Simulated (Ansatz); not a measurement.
# MnO (Fm-3m) in Ansatz: notebook

Runs on MnO. Level: HSE06. Tasks: band structure, single point, equation of state.

Program: Ansatz 0.2.0. These are calculated values, not measurements. Logs are shortened: lines on timing, memory, paths and dates and some standing lists are left out, and cuts for length are marked.

## (1) The crystal as given

It takes space group Fm-3m (No. 225, cubic). Conventional cell: a = 4.448 Å, b = 4.448 Å, c = 4.448 Å, α = 90.00°, β = 90.00°, γ = 90.00°. Mn (site symmetry m-3m) is surrounded by 6 O at 2.22 Å. O (site symmetry m-3m) is surrounded by 6 Mn at 2.22 Å.

The cell is a database's computed one.

## (2) Band structure, HSE06, collinear spin, ferromagnetic start

The input, input:

```
crystal:
  lattice:
    - [0.0, 2.2239077028, 2.2239077028]
    - [2.2239077028, 0.0, 2.2239077028]
    - [2.2239077028, 2.2239077028, 0.0]
  atoms:
    - { symbol: Mn, position: [0.0, 0.0, 0.0], spin: 4.0 }
    - { symbol: O, position: [0.5, 0.5, 0.5] }
hamiltonian:
  xc: hse06
  pseudopotentials: { kind: paw }
magnetization:
  spin_polarized: true
kpoints:
  mp_grid: { grid: [8, 8, 8] }
  band_path:
    path:
      - [[0.0, 0.0, 0.0], [0.5, 0.0, 0.5], [0.5, 0.25, 0.75], [0.375, 0.375, 0.75], [0.0, 0.0, 0.0], [0.5, 0.5, 0.5], [0.625, 0.25, 0.625], [0.5, 0.25, 0.75], [0.5, 0.5, 0.5], [0.375, 0.375, 0.75]]
      - [[0.625, 0.25, 0.625], [0.5, 0.0, 0.5]]
    npoints: 4
scf:
  occupations: { method: fermi_dirac, width: 0.05 }
  n_extra_bands: 6
output:
  forces: true
  stress: true
  eigenvalues: true
  fatbands: false
```

Potentials or basis: Ansatz PAW.

Standard output:

```text
Warning: output.stress: scf.convergence.dr2_threshold = 1e-7 eV (the SCF's general default) is looser than the 2e-10 eV advised for a printed stress (1e-10 eV for each atom of the cell: 2). What an SCF threshold leaves in a stress goes as its square root, and in the free energy as the threshold itself, and one threshold admits the most on a small cell: of the crystals measured, under no hybrid functional and no lock of the moments, on runs that ended without the residual-converged pass, on stresses that held no estimate of that error, the worst erred by over 100 MPa in a component at 1e-7 eV an atom and by under 5 at 1e-10. Set scf.convergence.dr2_threshold to 2e-10 eV or tighter. The threshold is an SCF's pass mark: one that does not reach it within its budget of iterations ends unconverged, or closes short of it on a stop that the run arms, and scf.convergence.dr2_threshold's page says what that costs each kind of run
Warning: output.stress: scf.exx.energy_threshold = 1e-6 eV is looser than the 2e-8 eV advised for a stress under a hybrid functional (1e-8 eV for each atom of the cell: 2). Every SCF of the exchange loop can meet its threshold on dr2 while the loop round them stops early: no threshold on dr2 bounds what that leaves in the stress. Set scf.exx.energy_threshold to 2e-8 eV or tighter. The threshold is the loop's pass mark: a loop that does not reach it within its budget of cycles ends unconverged, and scf.exx.energy_threshold's page has the law
scf.n_extra_bands = 6 over 11 filled bands (N_el = 21.0): the run solves 17 bands
GPUs: using 1 of 1 available (devices: 1).
Engine: ansatz 0.2.0, x86_64-unknown-linux-gnu
Pseudopotentials: kind: paw
Pseudopotential: Mn, paw, valence charge 15, recommended cutoff 420 eV (normal), Mn.paw.azcp
Pseudopotential: O, paw, valence charge 6, recommended cutoff 420 eV (normal), O.paw.azcp
Functional definition: HSE06
  parameter a = 0.25
  parameter omega = 0.11/bohr
  exchange = pbe_x - a*pbe_x_sr(omega) + a*exact_x_sr(omega)
  correlation = pbe_c
device memory: the entry about to start is reckoned to put 0.8 GiB on a device that reports 52.5 GiB free (of which the cap on the GPU budget leaves the run 18.0 GiB)
GPU FFT provider: cuFFT
GPU libraries: cuBLAS 13.8.2, cuFFT 12.4.0, cuSOLVER 12.3.4
Crystal: 2 atoms, lattice volume = 21.998 Å³
Basis set: ecut = 420 eV, 411 PW (Γ), exchange–correlation on 48×48×48 points (8 copies of the dense FFT grid, shifted against one another)
Bands: 17, of which v1, the nominal top of the filled ones, is band 11 counted from 1 (10 counted from 0)
Symmetry: 48 space group operations
Space group: Fm-3m (ITA 225), of the structure as read, at distance tolerance 2.8e-5 Å
Magnetic group: BNS 225.116 (UNI 1618), of the structure as read, at distance tolerance 2.8e-5 Å
k-points: 29 of 512
Non-local potential: Mn, projectors of the file, l = 0: 3, l = 1: 2, l = 2: 3, l = 3: 1
Non-local potential: O, projectors of the file, l = 0: 2, l = 1: 2, l = 2: 1
PAW form: soft (Blöchl's): semilocal exchange-correlation on the pseudo side does not see the compensation charge
PAW frozen core: Mn, regenerated for the run's functional, and the local potential with it (the file was generated under x = pbe(κ = 0.804, μ = 0.2195149727645171), c = pbe(β = 0.06672455060314922))
PAW frozen core: O, regenerated for the run's functional, and the local potential with it (the file was generated under x = pbe(κ = 0.804, μ = 0.2195149727645171), c = pbe(β = 0.06672455060314922))
PAW one-centre angular grid: Mn, 590 points (default); XC on 64 Gauss nodes
PAW one-centre angular grid: O, 110 points (default); XC on 96 Gauss nodes
Initial density: superposition of atomic densities (chi_scale 0.1, normalization cell, long waves kept (reshape's long-wave potential 0.00 eV rms))
Starting moments: Σ|m| = 4 μB on 1 of 2 sites
Initial wavefunctions: pseudopotential atomic-orbital guess
GPU buffer pool allocated for 13824 grid points (all kernels)
GPU transforms: local potential and band sums: pruned to the plane-wave sphere, on 24×24×24
Functional: x = pbe(κ = 0.804, μ = 0.2195149727645171), c = pbe(β = 0.06672455060314922), warm-up for x = pbe(κ = 0.804, μ = 0.2195149727645171) + 0.25 (exact − pbe) at short range (hse, ω = 0.20786987370883472 Å⁻¹), c = pbe(β = 0.06672455060314922); HSE06 as pw.x's `hse` composes it (authors' and Libxc's form: `xc: wpbeh`)
SCF iter   1: F=—  HF=-4468.368350 eV  |F-HF|=—  |Δ(HF+E_count)|=         —  Δρ=1.90e-1 (↑1.36e-1 ↓1.90e-1)  dr2=2.22e1  dr2_m=2.09e-1  M=3.477 μB ∫|m|=3.477 μB  β_m=0.30  ethr=1.00e-1  ⟨swp⟩=5.6  Hψ=2933  notcnv=0
preconditioner: auto → none  [metal: Δε(μ)=0.054 eV  Ē_g=12.622 eV  σ=0.050 eV  W_gap=0.25  n_scr=8 (ndim 8)  ℏωp=28.5 eV  f_vac=0.000  D(μ)=1.87/eV (n_scr^D=14)  sad-step TF]
iter 2 solved again at ethr=2.39e-3 eV; its pass at ethr=1.00e-1 eV (dr2=5.03e-1 eV) is discarded
SCF iter   2: F=—  HF=-4465.910804 eV  |F-HF|=—  |Δ(HF+E_count)|=    2.46e0  Δρ=6.43e-2 (↑6.43e-2 ↓4.35e-2)  dr2=4.37e-1  dr2_m=4.85e-1  M=4.555 μB ∫|m|=4.555 μB  β_m=1.00  ethr=2.39e-3  ⟨swp⟩=3.7  Hψ=4377  notcnv=0  defer=2
eigensolver tolerance schedule: the retry pair's looser diagonalisation over-reported the residual by 0.15 of it (diagonalisation noise at 0.15 of the residual, at the tolerance the schedule requests for it); recorded, not acted on — ethr = c·dr2/N_el stays at c = 1.0e-1
SCF iter   3: F=—  HF=-4465.860779 eV  |F-HF|=—  |Δ(HF+E_count)|=   5.00e-2  Δρ=1.73e-2 (↑1.73e-2 ↓9.86e-3)  dr2=9.54e-2  dr2_m=9.10e-3  M=4.638 μB ∫|m|=4.638 μB  β_m=1.00  ethr=2.08e-3  ⟨swp⟩=2.9  Hψ=2274  notcnv=0
SCF iter   4: F=—  HF=-4466.000080 eV  |F-HF|=—  |Δ(HF+E_count)|=   1.39e-1  Δρ=7.10e-3 (↑7.10e-3 ↓6.21e-3)  dr2=1.89e-2  dr2_m=5.66e-4  M=4.653 μB ∫|m|=4.653 μB  β_m=0.30  ethr=4.54e-4  ⟨swp⟩=3.3  Hψ=2628  notcnv=0
[... 45 lines left out ...]
SCF iter   5: F=—  HF=-4466.417943 eV  |F-HF|=—  |Δ(HF+E_count)|=   4.54e-8  Δρ=1.34e-5 (↑1.34e-5 ↓1.26e-5)  dr2=3.93e-8  dr2_m=1.96e-8  M=5.000 μB ∫|m|=5.000 μB  β_m=0.68  ethr=1.95e-10  ⟨swp⟩=4.0  Hψ=3356  notcnv=0
SCF iter   6: F=-4466.417943 eV  HF=-4466.417943 eV  |F-HF|=2.85e-9  |Δ(HF+E_count)|=   1.11e-8  Δρ=4.01e-6 (↑4.01e-6 ↓1.33e-6)  dr2=2.93e-9  dr2_m=1.01e-9  M=5.000 μB ∫|m|=5.000 μB  ethr=1.85e-10  ⟨swp⟩=2.5  Hψ=1850  notcnv=0
SCF 3 converged in 6 iterations: F = -4466.417943 eV  dr2 = 2.93e-9
  Residual-converged pass: ⟨swp⟩=2.6  Hψ=1782  notcnv=0  max |occ|·‖R‖ = 2.4e-6 eV (tolerance 2.4e-6 eV)  dr2=3.07e-9  dr2_m=8.86e-10  dr2_onsite=9.15e-10  max |Δocc| = 7.1e-16
hybrid outer 2: dexx = +4.794e-6 eV, tail = 2.00e-7 eV, Δε = 1.07e-2 eV (about 3.80e-4 eV left of the loop's levels)
GPU FFT provider: cuFFT
GPU libraries: cuBLAS 13.8.2, cuFFT 12.4.0, cuSOLVER 12.3.4
GPU buffer pool allocated for 13824 grid points (all kernels)
GPU transforms: local potential and band sums: pruned to the plane-wave sphere, on 24×24×24
Exchange kernel: α = 0.2500, screened, ω = 0.2079 Å⁻¹, Wigner–Seitz truncation, v(0) = 1046.7871 eV·Å³, q-mesh 8×8×8, nearest image of the exchange supercell L = 25.16 Å, pair-density grid 15×15×15, without the augmentation charges, whose exchange is taken in its separable form by FFT convolution over the k-point mesh (sized by the pseudopotential files, 18×18×18 at the most), smooth part of the exact exchange by density-matrix convolution in up to 3.34 GiB of GPU memory as planned if the GPU has room (build and FFT work areas not counted)
Frozen-core exchange: fock
SCF iter   1: F=—  HF=-4466.417943 eV  |F-HF|=—  |Δ(HF+E_count)|=         —  Δρ=4.67e-6 (↑4.67e-6 ↓1.73e-6)  dr2=3.11e-9  dr2_m=1.69e-9  M=5.000 μB ∫|m|=5.000 μB  β_m=0.30  ethr=4.77e-9  ⟨swp⟩=2.1  Hψ=1983  notcnv=0
preconditioner: auto → none  [insulator: Δε(μ)=1.237 eV  Ē_g=16.318 eV  σ=0.050 eV  W_gap=1.00  n_scr=8 (ndim 8)  ℏωp=28.5 eV  f_vac=0.000  D(μ)=0.00/eV (n_scr^D=0)]
SCF iter   2: F=-4466.417943 eV  HF=-4466.417943 eV  |F-HF|=1.86e-10  |Δ(HF+E_count)|=   5.91e-9  Δρ=3.66e-6 (↑3.66e-6 ↓2.43e-6)  dr2=1.19e-9  dr2_m=1.39e-9  M=5.000 μB ∫|m|=5.000 μB  ethr=1.39e-11  ⟨swp⟩=4.1  Hψ=2484  notcnv=0
SCF 4 converged in 2 iterations: F = -4466.417943 eV  dr2 = 1.19e-9
  Residual-converged pass: ⟨swp⟩=2.3  Hψ=1338  notcnv=0  max |occ|·‖R‖ = 2.4e-6 eV (tolerance 2.4e-6 eV)  dr2=1.19e-9  dr2_m=1.39e-9  dr2_onsite=7.47e-10  max |Δocc| = 4.7e-24
hybrid outer 3: dexx = +3.724e-9 eV, tail = 6.70e-9 eV, Δε = 4.39e-4 eV (about 1.32e-4 eV left of the loop's levels), ΔF = 1.53e-29 eV/Å (tail inf)
device memory: the entry about to start is reckoned to put 0.3 GiB on a device that reports 66.9 GiB free (of which the cap on the GPU budget leaves the run 18.0 GiB)
NSCF: frozen V_eff on 42 k-points, pencils in batches of 32, up to order 76
this state was not tested for a lower state beside it, because the functional holds exact exchange (a hybrid, or Hartree-Fock), whose exchange loop this test does not read (fock_operator); the stability check (scf.self_checks: high) cannot read this state: a pseudopotential is PAW: the check reads norm-conserving sets alone
hybrid SCF converged: 3 outer / 13 inner (+13 warm-up), last move |dexx| = 3.72e-9 eV, tail = 6.70e-9 eV
Magnetization: 5.0000 μB (13.0000 up, 8.0000 down)
Absolute magnetization: 5.0000 μB (∫|ρ↑−ρ↓|, with the PAW one-centre terms)
Spin contamination: 0.0033 ħ² per cell (⟨S²⟩ above its minimum at these occupations)
Per-site moments (μB) at R_I (Å): [(4.30529315027308, 0.9173619274050001), (0.2248235071036485, 0.9173619274050001)]
Free energy (F): -4466.417943 eV
Frozen-core exchange: fock
Harris-Foulkes:  -4466.417943 eV  (|F-HF|=1.86e-10)
Internal energy: -4466.417943 eV  (E = F + TS)
E sigma→0 (E₀):  -4466.417943 eV
Entropy (-TS):   -0.000000 eV (-0.000 meV/atom)
Fermi energy:    12.715417 eV
--- Per-component energies (eV) ---
  E_band       = -302.416969
  E_kinetic    = 475.352512
  E_local      = -2238.307223  (includes V_loc(G=0)·N_el)
  E_nonlocal   = 304.734887
  E_hartree    = 900.075236
  E_xc         = -147.678199
  E_vxc        = -187.045634  (∫ρ·V_xc dr)
  E_exx        = -86.785238  (= α·E_x^exact, valence–valence)
  E_paw        = -1419.017165  (= ΣΔE_a)
  E_vpaw       = -283.732290  (= ΣTr[D̂ρ^β])
  E_aug_tail   = 0.002394  (compensation charges beyond the density's cutoff)
  E_ewald      = -2254.571925
  E_core_change = -0.223223  (= ΣΔE_core)
  E_smearing   = -0.000000  (= −TS)
  E_closure    = -0.000000  (closes the sum)
  Σ components = -4466.417943   (vs F -4466.417943, Δ=9.09e-13)
--- Forces (eV/Å), atoms counted from 1 ---
  atom   1  Mn     0.00000000    -0.00000000     0.00000000
  atom   2  O      0.00000000    -0.00000000    -0.00000000
  max |Σ_I F_I| component: 1.79e-29 eV/Å
--- Stress (GPa, compression-positive) ---
        0.780109       0.000000      -0.000000
       -0.000000       0.780109       0.000000
        0.000000       0.000000       0.780109
  P = ⅓ Tr σ = 0.7801 GPa (7.801 kbar)
--- Band table (eV; the first three rows and the last of 58) ---
  k-point 0 ↑: bands = ["-74.2258", "-41.6424", "-41.6424", "-41.6424", "-9.4805", "8.0021", "8.0021", "8.0021", "8.3657", "8.3657", "8.5724", "8.5724", "8.5724", "13.2607", "27.8979", "30.3550", "30.3550"]
  k-point 1 ↑: bands = ["-74.2248", "-41.6524", "-41.6438", "-41.6438", "-9.3426", "7.0298", "7.2398", "7.2398", "8.1612", "8.1612", "8.6737", "9.7284", "9.7284", "14.2734", "26.3297", "29.8487", "29.8487"]
  k-point 2 ↑: bands = ["-74.2223", "-41.6763", "-41.6470", "-41.6470", "-8.9913", "5.3531", "6.2846", "6.2846", "8.4434", "8.4434", "8.9626", "10.8802", "10.8802", "16.0107", "23.9585", "28.1765", "28.1765"]
  k-point 28 ↓: bands = ["-67.9077", "-34.8901", "-34.8901", "-34.8652", "-7.7842", "6.6220", "6.6220", "7.2176", "16.5709", "16.5709", "17.7784", "18.2826", "18.5576", "23.3350", "24.4151", "24.4151", "26.8614"]
```

Wall time 3.3 min (1 × NVIDIA H100 80GB HBM3 with 2 threads of AMD EPYC 7R13 (Zen 3), shared host); peak memory 2.5 GiB.

Results:

* Free energy: -4466.4179 eV
* Pressure: 0.8 GPa
* Band gap on the k mesh: 1.24 eV, indirect (least direct gap 4.05 eV)
* Band gap along the path: 1.24 eV, indirect (least direct gap 4.05 eV)
* Net moment: 5.00 μB per cell
* Absolute moment: 5.00 μB per cell
* Site moments: Mn +4.31; O +0.22 μB

Levels at the corners of the path, in eV from the valence-band top:
Spin up:
```csv
point,band 9,band 10,band 11,band 12,band 13,band 14,band 15,band 16,band 17
Γ,-3.66,-3.66,-3.45,-3.45,-3.45,1.24,15.87,18.33,18.33
X,-4.61,-3.25,-2.88,-2.88,-2.84,7.09,10.13,12.12,16.15
W,-3.02,-3.02,-2.94,-2.88,-1.43,9.28,10.37,10.37,13.17
K,-3.72,-3.03,-2.67,-2.38,-1.44,8.55,10.13,10.15,15.61
Γ,-3.66,-3.66,-3.45,-3.45,-3.45,1.24,15.87,18.33,18.33
L,-3.15,-3.15,-2.46,0.00,0.00,5.28,10.16,14.00,14.00
U,-3.72,-3.03,-2.67,-2.38,-1.44,8.55,10.13,10.15,15.61
W,-3.02,-3.02,-2.94,-2.88,-1.43,9.28,10.37,10.37,13.17
L,-3.15,-3.15,-2.46,0.00,0.00,5.28,10.16,14.00,14.00
K,-3.72,-3.03,-2.67,-2.38,-1.44,8.55,10.13,10.15,15.61
U,-3.72,-3.03,-2.67,-2.38,-1.44,8.55,10.13,10.15,15.61
X,-4.61,-3.25,-2.88,-2.88,-2.84,7.09,10.13,12.12,16.15
```
Spin down:
```
point  band 6  band 7  band 8  band 9  band 10  band 11
    Γ   -2.81   -2.81   -2.81    2.70     4.06     4.06
    X   -6.26   -3.93   -3.93    1.94     5.57     5.71
    W   -5.40   -5.40   -4.81    4.55     4.55     5.75
    K   -5.83   -5.36   -4.17    3.45     5.79     5.96
    Γ   -2.81   -2.81   -2.81    2.70     4.06     4.06
    L   -7.20   -4.29   -4.29    5.40     5.68     5.68
    U   -5.83   -5.36   -4.17    3.45     5.79     5.96
    W   -5.40   -5.40   -4.81    4.55     4.55     5.75
    L   -7.20   -4.29   -4.29    5.40     5.68     5.68
    K   -5.83   -5.36   -4.17    3.45     5.79     5.96
    U   -5.83   -5.36   -4.17    3.45     5.79     5.96
    X   -6.26   -3.93   -3.93    1.94     5.57     5.71
```

Caveat: the magnetic or orbital state may not be the lowest; the pressure holds a Pulay correction of +0.6 GPa for the finite cutoff; a cell with one magnetic atom can't hold antiferromagnetic order, which such compounds often take; the PAW data sets come from PBE, with cores solved anew for the run's functional, which leaves a small shift of forces and pressure; the thresholds are loose for stress.

[end of part 1 of 2]
